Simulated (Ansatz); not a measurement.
Wanted: the native input for an Ansatz 0.2.0 run.

| Item | Value |
| --- | --- |
| Task | relaxation of cell and atoms |
| Functional | revPBE |
| Dispersion | D3(BJ) |
| Potentials or basis | Ansatz PAW |
| Cutoff | 420 eV (not typed: the program's choice for these potentials) |
| k mesh | 8 × 8 × 6 |
| Occupations | fermi-dirac, width 0.05 eV |
| Spin | no spin polarisation |

The system is P.

```xyz
4
Lattice="1.6477 -5.4650 0.0000 1.6477 5.4650 0.0000 0.0000 0.0000 4.5436" Properties=species:S:1:pos:R:3 pbc="T T T"
P     1.6477   -4.4173    2.6754
P     1.6477    4.4173    1.8683
P     1.6477   -1.0477    0.4035
P     1.6477    1.0477    4.1401
```

These files were run (other wordings do the same):

input.yaml

```yaml
crystal:
  lattice:
    - [1.6477431241, -5.4650377251, 0.0]
    - [1.6477431241, 5.4650377251, 0.0]
    - [0.0, 0.0, 4.54363559]
  atoms:
    - { symbol: P, position: [0.90414313, 0.09585687, 0.58881517] }
    - { symbol: P, position: [0.09585687, 0.90414313, 0.41118483] }
    - { symbol: P, position: [0.59585687, 0.40414313, 0.08881517] }
    - { symbol: P, position: [0.40414313, 0.59585687, 0.91118483] }
hamiltonian:
  xc: revpbe
  pseudopotentials: { kind: paw }
  dispersion: d3bj
kpoints:
  mp_grid: { grid: [8, 8, 6] }
scf:
  occupations: { method: fermi_dirac, width: 0.05 }
output:
  forces: true
  stress: true
  write_density: true
  write_potential: true
  elf: true
  volumetric_format: npy
relax:
  f_tol: 0.01
  max_steps: 40
  cell: { stress_tol: 0.05 }
```

Potentials or basis: Ansatz PAW.

Run with:

```sh
$ ansatz run input.yaml --threads 2 --pin off --max-ram 5632MiB --backend cpu --events-out ev --progress --plain --runs-dir out
```

Results of the run:

The relaxed volume is 15.75 Å³/atom. The relaxed cell is a = 5.226 Å, b = 5.226 Å, c = 3.803 Å, α = 90.00°, β = 90.00°, γ = 142.65° and the space group after relaxing (to 0.05 Å) is Cmce (No. 64). The energy gained by relaxing is 90.3 meV/atom, the ionic steps are 8 and the pressure after relaxing is 0.0 GPa. The band gap on the k mesh is none (metal or under the smearing width).

Caveat: the volume moved by over 15 % at a fixed basis, so the end points are rough; the plane-wave basis is chosen anew once the cell has moved, so the energies of steps on either side of that aren't comparable; pairwise dispersion overbinds metals, which lowers pressure and volume; the PAW data sets come from PBE, with cores solved anew for the run's functional, which leaves a small shift of forces and pressure.

Wall time 54 s on 2 threads of Intel(R) Xeon(R) Processor @ 2.50GHz (Skylake/Cascade Lake), with other jobs on the host, peak memory 0.45 GiB.
